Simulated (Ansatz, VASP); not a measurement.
# PbO2: VASP beside Ansatz

File INCAR:

```
PREC = Accurate
ENCUT = 520
EDIFF = 1E-7
ISMEAR = -1
SIGMA = 0.05
LREAL = F
LASPH = T
NELM = 100
ALGO = Normal
ISIF = 2
LWAVE = F
LCHARG = F
GGA = PE
NBANDS = 20
```

Contents of KPOINTS:

```
regular mesh
0
Gamma
  9 9 9
```

The input POSCAR:

```
PbO2
1.0
    0.0000000000      2.6838572791      2.6838572791
    2.6838572791      0.0000000000      2.6838572791
    2.6838572791      2.6838572791      0.0000000000
Pb O
1 2
Direct
    0.0000000000      0.0000000000      0.0000000000
    0.7500000000      0.7500000000      0.7500000000
    0.2500000000      0.2500000000      0.2500000000
```

Contents of input.yaml:

```yaml
crystal:
  lattice:
    - [0.0, 2.6838572791, 2.6838572791]
    - [2.6838572791, 0.0, 2.6838572791]
    - [2.6838572791, 2.6838572791, 0.0]
  atoms:
    - { symbol: Pb, position: [0.0, 0.0, 0.0] }
    - { symbol: O, position: [0.75, 0.75, 0.75] }
    - { symbol: O, position: [0.25, 0.25, 0.25] }
hamiltonian:
  xc: pbe
  pseudopotentials: { kind: paw }
kpoints:
  mp_grid: { grid: [9, 9, 9] }
scf:
  occupations: { method: fermi_dirac, width: 0.05 }
output:
  forces: true
  stress: true
  eigenvalues: true
  write_density: true
  write_potential: true
  elf: true
  volumetric_format: npy
```

Change from the starting cell: volume scaled by 0.98.

Alike in both runs: task single point; functional PBE; k mesh 9 × 9 × 9; occupations fermi-dirac, width 0.05 eV; no spin polarisation.

|  | VASP | Ansatz |
| --- | --- | --- |
| version | VASP 6.6.1 | Ansatz 0.2.0 |
| potentials or method | VASP PAW PBE potentials, release 64 (Pb_d, O) | Ansatz PAW |
| plane-wave cutoff (eV) | 520 | 420 |
| valence electrons in the cell | 26 | 26 |

Ansatz gave:

| Property | Result |
| --- | --- |
| gap on the k mesh at the Fermi level (eV) | none |
| pressure (GPa) | 3.3 |

Question: Estimate VASP's values.

Answer: gap on the k mesh at the Fermi level (eV): none; pressure (GPa): 3.5.

A gap of «none» marks a metal or a gap that the smearing closes. With one functional, cell and mesh, what is left measures potentials, basis and numerics.

Caveats: the pressure holds a Pulay correction of +0.6 GPa for the finite cutoff (Ansatz). The runs have no spin-orbit coupling, so splittings on Pb are missing.
